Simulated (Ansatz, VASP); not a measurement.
**H6C2O: VASP beside Ansatz**

```xyz
36
Lattice="6.7708 0.0000 0.0000 0.0000 6.7708 0.0000 0.0000 0.0000 6.7708" Properties=species:S:1:pos:R:3 pbc="T T T"
C     3.9772    6.1343    5.1350
C     2.8808    6.0721    4.0973
C     7.1502    3.0011    3.8108
C     6.2936    3.4136    4.9819
C     3.9675    2.1054    1.8205
C     2.6992    2.1196    1.0074
C     0.8262    5.9002    0.9460
C    -0.5588    5.9794    1.5305
O     3.2968    5.1823    3.0514
O     6.7913    2.8017    6.1850
O     2.6483    3.3134    0.2398
O    -1.2398    4.7663    1.2315
H     2.5649    5.0677    2.4349
H     1.9503    5.6985    4.5447
H     2.6781    7.0687    3.6875
H     3.7455    6.8881    5.8868
H     4.0983    5.1764    5.6397
H     4.9259    6.4156    4.6680
H     6.3195    3.2314    6.9211
H     6.3150    4.5035    5.1061
H     5.2473    3.1198    4.8289
H     6.8135    3.5240    2.9164
H     8.1997    3.2488    3.9913
H     7.0800    1.9265    3.6281
H     1.7919    3.2699   -0.2265
H     2.6618    1.2510    0.3411
H     1.8186    2.0572    1.6636
H     4.0924    1.1523    2.3325
H     4.8239    2.2420    1.1614
H     3.9705    2.9024    2.5627
H    -2.0711    4.7838    1.7318
H    -0.5061    6.1202    2.6197
H    -1.0967    6.8370    1.1128
H     1.4702    6.6703    1.3627
H     1.2606    4.9183    1.1425
H     0.8136    6.0347   -0.1358
```

Alike in both runs: functional r2SCAN; dispersion D3(BJ); k mesh 1 × 1 × 1; occupations fermi-dirac, width 0.05 eV; no spin polarisation.

Ansatz relaxed the structure, and its values are those at the end. VASP's run is a single point on that final structure, the one shown.

|  | VASP | Ansatz |
| --- | --- | --- |
| version | VASP 6.6.1 | Ansatz 0.2.0 |
| potentials or method | VASP PAW PBE potentials, release 64 (C, O, H) | scalar-relativistic, plane waves, PAW |
| plane-wave cutoff (eV) | 520 | 500 |
| valence electrons in the cell | 80 | 80 |

Ansatz gave:

| Property | Result |
| --- | --- |
| rms of the force components (eV/Å) | 0.048 |
| dispersion energy (meV/atom) | -22.6 |

Problem. What did VASP give for the same quantities?

Solution. rms of the force components (eV/Å): 0.063; dispersion energy (meV/atom): -22.5.

Ansatz warned: «dispersion_damping_borrowed».

Caveats: the PAW data sets were made with another functional, which shifts forces and pressure a little (VASP). r2SCAN opens gaps a little over a GGA but as a rule still falls short of measured ones.
